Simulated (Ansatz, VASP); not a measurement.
# Cross-check of Hf32O63 between VASP and Ansatz

One calculation is typed for both programs; each brings its own data sets and cutoff. How far apart do they land?

Main program and level: Ansatz 0.2.0; plane waves, with VASP 6.6.1 beside it; single point at PBE.

### 1. The starting structure

The cell holds 95 atoms: 32 Hf and 63 O. Cell: a = 11.514 Å, b = 10.390 Å, c = 10.623 Å, α = 90.0°, β = 98.7°, γ = 63.2°. It derives from HfO2. Nearest the centre at fractional (0.035, 0.066, 0.422): Hf1 at 1.99 Å, Hf15 at 2.05 Å, Hf26 at 2.14 Å, O81 at 2.48 Å, O55 at 2.53 Å, O56 at 2.70 Å, O57 at 2.78 Å, O44 at 2.78 Å.

### 2. VASP: single point, PBE

With cell and atoms fixed, the geometry can't cause a difference; cores, projectors, grids and the points listed under the comparison can.

Lines of VASP's logs that name or quote its potential files are left out, and so is its time.

INCAR

```
SYSTEM = Hf32O63
PREC = Normal
ENCUT = 400
EDIFF = 1E-04
NELM = 100
ISMEAR = 0
SIGMA = 0.05
LREAL = Auto
ALGO = Normal
GGA = PE
NBANDS = 319
LASPH = .TRUE.
LORBIT = 11
LWAVE = .FALSE.
LCHARG = .FALSE.
ISYM = 0
```

POSCAR

```
Hf32O63
1.0
   10.2756926242      5.1951501282     -0.0359984598
    0.0000000000     10.3903002564      0.0000000000
   -1.7607758502      0.0000000000     10.4759775412
Hf O
32 63
Direct
    0.1355527342      0.1568609216      0.3573209430
    0.1391223239      0.1591341625      0.8543734183
    0.1390503683      0.6590427918      0.3539825614
[... 1 atom line left out ...]
    0.6380458253      0.4089960964      0.3539961532
[... 5 atom lines left out ...]
    0.3614134790      0.7975669513      0.3963750581
[... 1 atom line left out ...]
    0.8619357858      0.5477337264      0.3966124188
[... 1 atom line left out ...]
    0.8630008060      0.0482637402      0.3961996887
[... 2 atom lines left out ...]
    0.3613396204      0.0912967659      0.6469165107
[... 1 atom line left out ...]
    0.3619493837      0.5905905597      0.6466112688
    0.8610995360      0.3402189057      0.1472646424
    0.8627828035      0.3399663932      0.6453248752
    0.8622273487      0.8404840095      0.1458656357
    0.8622276766      0.8412722290      0.6453873176
    0.1380430221      0.9518086993      0.1052686729
    0.1377645043      0.9523597660      0.6042934664
[... 1 atom line left out ...]
    0.1383489409      0.4525350222      0.6036566840
    0.6382815158      0.2015202671      0.1036105758
    0.6380999809      0.2022040752      0.6033890857
[... 13 atom lines left out ...]
    0.9643176328      0.3473324962      0.3316445581
[... 1 atom line left out ...]
    0.9685310523      0.8543869495      0.3258107978
[... 4 atom lines left out ...]
    0.4655049792      0.6835990481      0.5772567787
    0.9671196088      0.4299625663      0.0780866070
    0.9652924041      0.4351110478      0.5782159125
    0.9667109976      0.9308288418      0.0752819075
    0.9663234003      0.9353951285      0.5740483969
    0.0319358558      0.1450070440      0.1796320547
    0.0353876186      0.1483359633      0.6715821047
[... 1 atom line left out ...]
    0.0350808232      0.6499170694      0.6720132642
[... 4 atom lines left out ...]
    0.2239937008      0.2591907239      0.4899025196
[... 1 atom line left out ...]
    0.2249162873      0.7580672454      0.4900097955
[... 1 atom line left out ...]
    0.7242674150      0.5090441583      0.4896135465
[... 1 atom line left out ...]
    0.7260067108      0.0085273264      0.4891542247
[... 1 atom line left out ...]
    0.2750449469      0.9840436295      0.2620865080
    0.2774934144      0.9835292070      0.7619205668
[... 2 atom lines left out ...]
    0.7764789179      0.2327645772      0.2610739112
    0.7763023676      0.2331878218      0.7600616692
[... 3 atom lines left out ...]
    0.2696278379      0.9943360034      0.5100048962
[... 2 atom lines left out ...]
    0.7761685216      0.2405150369      0.0107812935
    0.7759533603      0.2405318218      0.5100145868
[... 2 atom lines left out ...]
    0.2247136418      0.2669040072      0.2398405600
    0.2243551877      0.2670046101      0.7399670452
    0.2251676865      0.7655972104      0.2396766339
    0.2252347988      0.7654862530      0.7403784762
    0.7248908377      0.5162858312      0.2395791456
[... 1 atom line left out ...]
    0.7244861646      0.0156439491      0.2386332911
    0.7249465710      0.0162930211      0.7390104474
```

KPOINTS

```
Automatic mesh
0
Gamma
1 1 1
0 0 0
```

PAW data sets: Hf and O (PBE family, release 64).

Run with:

```console
> export OMP_NUM_THREADS=5
> mpirun -np 1 vasp_gam
```

Numbers of over 12 decimals in the logs are rounded to 6 here.

What it wrote:

```text
[banner, memory and clock lines left out]
running    1 mpi-ranks, on    1 nodes
[...]
Offloading initialized ...    1 GPUs detected
[...]
LDA part: xc-table for (Slater+PW92), standard interpolation
 POSCAR, INCAR and KPOINTS ok, starting setup
[...]
entering main loop
       N       E                     dE             d eps       ncg     rms          rms(c)
DAV:   1     0.450953724097E+04    0.45095E+04   -0.24874E+05   638   0.127E+03
DAV:   2    -0.554024168609E+03   -0.50636E+04   -0.48101E+04   940   0.340E+02
DAV:   3    -0.112573807890E+04   -0.57171E+03   -0.56680E+03   748   0.122E+02
DAV:   4    -0.114076744765E+04   -0.15029E+02   -0.14980E+02   788   0.207E+01
[...]
DAV:  11    -0.968254414142E+03    0.96835E-03   -0.12250E-02   932   0.284E-01    0.190E-01
DAV:  12    -0.968255976464E+03   -0.15623E-02   -0.31149E-03   740   0.103E-01    0.622E-02
DAV:  13    -0.968256043134E+03   -0.66670E-04   -0.13361E-04   524   0.238E-02
   1 F= -.96825604E+03 E0= -.96825604E+03  d E =-.904934E-12
```

OUTCAR, selected parts (step 2):

```text
  FREE ENERGIE OF THE ION-ELECTRON SYSTEM (eV)
  ---------------------------------------------------
  free  energy   TOTEN  =      -968.2560431343 eV

  energy  without entropy=     -968.2560431343  energy(sigma->0) =     -968.25604313
```

The data set Hf keeps the semicore shell frozen, which is cheaper and a little less accurate.

### 3. Ansatz: single point, PBE

Ansatz runs on its default PAW (the set named soft_2) files.

The same cell, functional, mesh and smearing now go to Ansatz, which takes its cutoff from its data sets.

input.yaml

```yaml
crystal:
  lattice:
    - [10.2756926242, 5.1951501282, -0.0359984598]
    - [0.0, 10.3903002564, 0.0]
    - [-1.7607758502, 0.0, 10.4759775412]
  atoms:
    - { symbol: Hf, position: [0.1355527342, 0.1568609216, 0.357320943] }
    - { symbol: Hf, position: [0.1391223239, 0.1591341625, 0.8543734183] }
    - { symbol: Hf, position: [0.1390503683, 0.6590427918, 0.3539825614] }
[... 1 atom line left out ...]
    - { symbol: Hf, position: [0.6380458253, 0.4089960964, 0.3539961532] }
[... 5 atom lines left out ...]
    - { symbol: Hf, position: [0.361413479, 0.7975669513, 0.3963750581] }
[... 1 atom line left out ...]
    - { symbol: Hf, position: [0.8619357858, 0.5477337264, 0.3966124188] }
[... 1 atom line left out ...]
    - { symbol: Hf, position: [0.863000806, 0.0482637402, 0.3961996887] }
[... 2 atom lines left out ...]
    - { symbol: Hf, position: [0.3613396204, 0.0912967659, 0.6469165107] }
[... 1 atom line left out ...]
    - { symbol: Hf, position: [0.3619493837, 0.5905905597, 0.6466112688] }
    - { symbol: Hf, position: [0.861099536, 0.3402189057, 0.1472646424] }
    - { symbol: Hf, position: [0.8627828035, 0.3399663932, 0.6453248752] }
    - { symbol: Hf, position: [0.8622273487, 0.8404840095, 0.1458656357] }
    - { symbol: Hf, position: [0.8622276766, 0.841272229, 0.6453873176] }
    - { symbol: Hf, position: [0.1380430221, 0.9518086993, 0.1052686729] }
    - { symbol: Hf, position: [0.1377645043, 0.952359766, 0.6042934664] }
[... 1 atom line left out ...]
    - { symbol: Hf, position: [0.1383489409, 0.4525350222, 0.603656684] }
    - { symbol: Hf, position: [0.6382815158, 0.2015202671, 0.1036105758] }
    - { symbol: Hf, position: [0.6380999809, 0.2022040752, 0.6033890857] }
[... 13 atom lines left out ...]
    - { symbol: O, position: [0.9643176328, 0.3473324962, 0.3316445581] }
[... 1 atom line left out ...]
    - { symbol: O, position: [0.9685310523, 0.8543869495, 0.3258107978] }
[... 4 atom lines left out ...]
    - { symbol: O, position: [0.4655049792, 0.6835990481, 0.5772567787] }
    - { symbol: O, position: [0.9671196088, 0.4299625663, 0.078086607] }
    - { symbol: O, position: [0.9652924041, 0.4351110478, 0.5782159125] }
    - { symbol: O, position: [0.9667109976, 0.9308288418, 0.0752819075] }
    - { symbol: O, position: [0.9663234003, 0.9353951285, 0.5740483969] }
    - { symbol: O, position: [0.0319358558, 0.145007044, 0.1796320547] }
    - { symbol: O, position: [0.0353876186, 0.1483359633, 0.6715821047] }
[... 1 atom line left out ...]
    - { symbol: O, position: [0.0350808232, 0.6499170694, 0.6720132642] }
[... 4 atom lines left out ...]
    - { symbol: O, position: [0.2239937008, 0.2591907239, 0.4899025196] }
[... 1 atom line left out ...]
    - { symbol: O, position: [0.2249162873, 0.7580672454, 0.4900097955] }
[... 1 atom line left out ...]
    - { symbol: O, position: [0.724267415, 0.5090441583, 0.4896135465] }
[... 1 atom line left out ...]
    - { symbol: O, position: [0.7260067108, 0.0085273264, 0.4891542247] }
[... 1 atom line left out ...]
    - { symbol: O, position: [0.2750449469, 0.9840436295, 0.262086508] }
    - { symbol: O, position: [0.2774934144, 0.983529207, 0.7619205668] }
[... 2 atom lines left out ...]
    - { symbol: O, position: [0.7764789179, 0.2327645772, 0.2610739112] }
    - { symbol: O, position: [0.7763023676, 0.2331878218, 0.7600616692] }
[... 3 atom lines left out ...]
    - { symbol: O, position: [0.2696278379, 0.9943360034, 0.5100048962] }
[... 2 atom lines left out ...]
    - { symbol: O, position: [0.7761685216, 0.2405150369, 0.0107812935] }
    - { symbol: O, position: [0.7759533603, 0.2405318218, 0.5100145868] }
[... 2 atom lines left out ...]
    - { symbol: O, position: [0.2247136418, 0.2669040072, 0.23984056] }
    - { symbol: O, position: [0.2243551877, 0.2670046101, 0.7399670452] }
    - { symbol: O, position: [0.2251676865, 0.7655972104, 0.2396766339] }
    - { symbol: O, position: [0.2252347988, 0.765486253, 0.7403784762] }
    - { symbol: O, position: [0.7248908377, 0.5162858312, 0.2395791456] }
[... 1 atom line left out ...]
    - { symbol: O, position: [0.7244861646, 0.0156439491, 0.2386332911] }
    - { symbol: O, position: [0.724946571, 0.0162930211, 0.7390104474] }
hamiltonian:
  xc: pbe
  pseudopotentials: { kind: paw }
kpoints:
  mp_grid: { grid: [1, 1, 1] }
scf:
  occupations: { method: gaussian, width: 0.05 }
  n_extra_bands: 27
output:
  forces: true
  eigenvalues: true
```

Run with:

```console
> ansatz run input.yaml --threads 16 --pin off --max-ram 36864MiB --backend cpu --events-out ev --progress --plain --runs-dir out
```

What it wrote:

```text
scf.n_extra_bands = 27 over 605 filled bands (N_el = 1210.0): the run solves 632 bands
Engine: ansatz 0.2.0, x86_64-unknown-linux-gnu
Pseudopotentials: kind: paw
Pseudopotential: Hf, paw, valence charge 26, recommended cutoff 420 eV (normal), Hf.paw.azcp
Pseudopotential: O, paw, valence charge 6, recommended cutoff 420 eV (normal), O.paw.azcp
Functional definition: PBE
  parameter kappa = 0.804
  parameter beta = 0.066725
  exchange = pbe_x(kappa = kappa, mu = beta*pi^2/3)
  correlation = pbe_c(beta = beta)
Crystal: 95 atoms, lattice volume = 1117.836 Å³
Basis set: ecut = 420 eV, 21817 PW (Γ), exchange–correlation on 160×144×144 points (8 copies of the dense FFT grid, shifted against one another)
Bands: 632, of which v1, the nominal top of the filled ones, is band 605 counted from 1 (604 counted from 0)
Symmetry: 1 space group operations
Space group: P1 (ITA 1), of the structure as read, at distance tolerance 1.0e-4 Å
k-points: 1
Non-local potential: Hf, projectors of the file, l = 0: 3, l = 1: 2, l = 2: 2, l = 3: 3
Non-local potential: O, projectors of the file, l = 0: 2, l = 1: 2, l = 2: 1
PAW form: soft (Blöchl's): semilocal exchange-correlation on the pseudo side does not see the compensation charge
PAW one-centre angular grid: Hf, 590 points (default); XC on 64 Gauss nodes
PAW one-centre angular grid: O, 110 points (default); XC on 64 Gauss nodes
Initial density: superposition of atomic densities (neutral atoms: chi_scale 0, normalization atom), corrected by the library's trained network
Initial wavefunctions: pseudopotential atomic-orbital guess
Functional: x = pbe(κ = 0.804, μ = 0.219515), c = pbe(β = 0.066725)
SCF iter   1: F=—  HF=-539002.140446 eV  |F-HF|=—  |Δ(HF+E_count)|=         —  Δρ=3.40e-3  dr2=1.26e-1  ethr=1.77e-3  ⟨swp⟩=5.0  Hψ=2101  notcnv=0
preconditioner: auto → Resta (q_TF=auto, 2.765 Å⁻¹)  ε∞=6.2  [insulator: Δε(μ)=1.419 eV  Ē_g=16.427 eV  σ=0.050 eV  W_gap=1.00  n_scr=398 (ndim 8)  ℏωp=37.6 eV  f_vac=0.078  D(μ)=0.00/eV (n_scr^D=0)  ε∞_Penn≈6.2]
SCF iter   2: F=—  HF=-539002.134467 eV  |F-HF|=—  |Δ(HF+E_count)|=   5.98e-3  Δρ=1.82e-3  dr2=3.45e-2  ethr=1.04e-5  ⟨swp⟩=2.0  Hψ=1284  notcnv=0  defer=1
SCF iter   3: F=—  HF=-539002.137200 eV  |F-HF|=—  |Δ(HF+E_count)|=   2.73e-3  Δρ=7.14e-4  dr2=7.14e-3  ethr=2.85e-6  ⟨swp⟩=2.0  Hψ=1185  notcnv=0  defer=1
SCF iter   4: F=—  HF=-539002.136624 eV  |F-HF|=—  |Δ(HF+E_count)|=   5.76e-4  Δρ=2.22e-4  dr2=5.88e-4  ethr=5.90e-7  ⟨swp⟩=2.0  Hψ=1183  notcnv=0  defer=1
SCF iter   5: F=—  HF=-539002.136797 eV  |F-HF|=—  |Δ(HF+E_count)|=   1.73e-4  Δρ=8.39e-5  dr2=7.97e-5  ethr=4.86e-8  ⟨swp⟩=2.0  Hψ=1214  notcnv=0  defer=1
SCF iter   6: F=—  HF=-539002.139567 eV  |F-HF|=—  |Δ(HF+E_count)|=   2.77e-3  Δρ=3.72e-5  dr2=1.70e-5  ethr=6.59e-9  ⟨swp⟩=3.0  Hψ=1244  notcnv=0  defer=23
SCF iter   7: F=—  HF=-539002.139566 eV  |F-HF|=—  |Δ(HF+E_count)|=   5.16e-7  Δρ=1.83e-5  dr2=4.15e-6  ethr=1.41e-9  ⟨swp⟩=2.0  Hψ=1213  notcnv=0  defer=23
SCF iter   8: F=—  HF=-539002.139570 eV  |F-HF|=—  |Δ(HF+E_count)|=   3.42e-6  Δρ=1.35e-5  dr2=1.86e-6  ethr=3.43e-10  ⟨swp⟩=2.0  Hψ=1185  notcnv=0  defer=23
SCF iter   9: F=-539002.139570 eV  HF=-539002.139570 eV  |F-HF|=7.80e-8  |Δ(HF+E_count)|=   9.69e-8  Δρ=2.43e-6  dr2=9.42e-8  ethr=8.26e-12  ⟨swp⟩=8.0  Hψ=3132  notcnv=0
SCF 1 converged in 9 iterations: F = -539002.139570 eV  dr2 = 9.42e-8
  greatest PAW one-centre occupation: 0.999 electrons in one spin orbital (limit 2), on the Hf atom at site 24 (counted from 0), in its partial waves of l = 0
SCF converged after 9 iterations
Free energy (F): -539002.139570 eV
Harris-Foulkes:  -539002.139570 eV  (|F-HF|=7.80e-8)
Internal energy: -539002.139570 eV  (E = F + TS)
E sigma→0 (E₀):  -539002.139570 eV
Fermi energy:    17.296734 eV
--- Per-component energies (eV) ---
  E_band       = -265.487492
  E_kinetic    = 24531.396081
  E_local      = -198232.661634  (includes V_loc(G=0)·N_el)
  E_nonlocal   = -36750.936218
  E_hartree    = 90649.742594
  E_xc         = -14254.091901
  E_vxc        = -14457.421985  (∫ρ·V_xc dr)
  E_paw        = -231633.267626  (= ΣΔE_a)
  E_vpaw       = 43344.545452  (= ΣTr[D̂ρ^β])
  E_aug_tail   = 0.156424  (compensation charges beyond the density's cutoff)
  E_ewald      = -173312.477290
  E_smearing   = -0.000000  (= −TS)
  E_closure    = -0.000000  (closes the sum)
  Σ components = -539002.139570   (vs F -539002.139570, Δ=0.00e0)
--- Forces (eV/Å), atoms counted from 1 ---
  atom   1  Hf    -0.08710385    -0.05636187     0.08483293
  atom   2  Hf    -0.02455407     0.01685631     0.07096984
  atom   3  Hf    -0.02853009     0.04144222     0.04565678
  atom   4  Hf    -0.02086318     0.02901547     0.03421255
  atom   5  Hf     0.00867772     0.05634832     0.09649510
  atom   6  Hf     0.01387681     0.05325240     0.07949591
  atom   7  Hf    -0.00318247     0.03885123     0.08347985
  atom   8  Hf     0.00270352     0.05913532     0.07257553
  atom   9  Hf     0.00266468     0.00818930    -0.07940039
  atom  10  Hf     0.01264966    -0.00016384    -0.08740550
  atom  11  Hf    -0.01016521    -0.00368833    -0.08937192
  atom  12  Hf    -0.00905815    -0.01467936    -0.06913227
  atom  13  Hf    -0.01108683     0.04303893    -0.07688975
  atom  14  Hf    -0.01935357     0.05214734    -0.08757927
  atom  15  Hf     0.12434216     0.11463447    -0.06819773
  atom  16  Hf    -0.02005416     0.04204362    -0.08458479
  atom  17  Hf    -0.01694705    -0.07705652    -0.06441786
  atom  18  Hf     0.01053845    -0.05789160    -0.08943112
  atom  19  Hf     0.01628324    -0.04062933    -0.08045703
  atom  20  Hf     0.01845004    -0.04692145    -0.08368782
  atom  21  Hf     0.03429058    -0.04885542    -0.06763270
  atom  22  Hf    -0.04568979    -0.03252655    -0.07032707
  atom  23  Hf    -0.00219280    -0.04529838    -0.04149624
  atom  24  Hf     0.01721797    -0.05208990    -0.07895763
[...]
atom  88  O     -0.05393590    -0.00387241    -0.01130266
  atom  89  O     -0.04956416     0.00896816    -0.02028390
  atom  90  O     -0.04378032     0.00525826    -0.02338055
  atom  91  O     -0.05308485     0.02139538    -0.02638909
  atom  92  O     -0.04768508     0.01173319    -0.02549340
  atom  93  O     -0.04838451     0.01502065    -0.02647780
  atom  94  O     -0.04462494     0.01761969    -0.01565888
  atom  95  O     -0.05059411     0.00951692    -0.01418348
  max |Σ_I F_I| component: 5.78e-5 eV/Å
--- Band table (eV) ---
  k-point 0: bands = [... 601 lower, 13.6728, 13.7399, 13.8889, 16.6153, 17.9782, 18.2073, 18.2721, 18.2988, ... 23 higher]
```

Elapsed: 4 s, on 16 threads of AMD EPYC 9R45, shared host; peak memory 2.4 GiB.

### 4. Side by side

Known differences besides the PAW data sets themselves: the data sets hold 1210 valence electrons in Ansatz (default PAW (the set named soft_2) files) and 506 in VASP; the cutoff is 420 eV in Ansatz and 400 eV in VASP (PREC = Normal, projectors in real space). Total energies have different zeros and are not compared.

The two programs side by side:

| quantity | Ansatz | VASP | difference |
| --- | --- | --- | --- |
| gap on the k mesh (eV) | 1.363 | 1.317 | +0.045 |

At this near-relaxed geometry the largest component of a force difference is 127 meV/Å.

### 5. Further runs

The difference is large enough to ask for its cause, so further runs change the set-up of one program at a time, as the table lists.

| run | r.m.s. force difference (meV/Å) |
| --- | --- |
| as above | 41 |
| Ansatz's larger PAW set (cutoff 900 eV) | 42 |
| norm-conserving potentials (cutoff 1240 eV) | 42 |

### 6. What came out

```yaml
r_m_s_force_difference_single_point_pbe: 41 meV/Å
difference_in_gap_on_the_k_mesh_single_point_pbe: 0.045 eV
```

The r.m.s. force difference is 41 meV/Å (single point, PBE), beyond the 12 meV/Å picked in this series as the mark of a large difference. For single point, PBE: no further run halves the r.m.s. force difference; only Ansatz's side was varied, and Ansatz's runs with other potentials lie closer to each other than to VASP, which for this quantity points to VASP's side; this was not tested here. How closely two codes agree says nothing of how well the functional describes the real material.

[Lines on the potential files, build, host, timing and source positions are cut from VASP's logs without a mark.]

[Logs are printed without paths, hosts, clocks, repeated set-up lines and the standing remarks that a program may print on its own settings, such as how far it seeks lower states.]

[Hosts, paths, dates, database ids (printed as entryN), source tags and the programs' standing remarks are cut or masked in the printed files.]
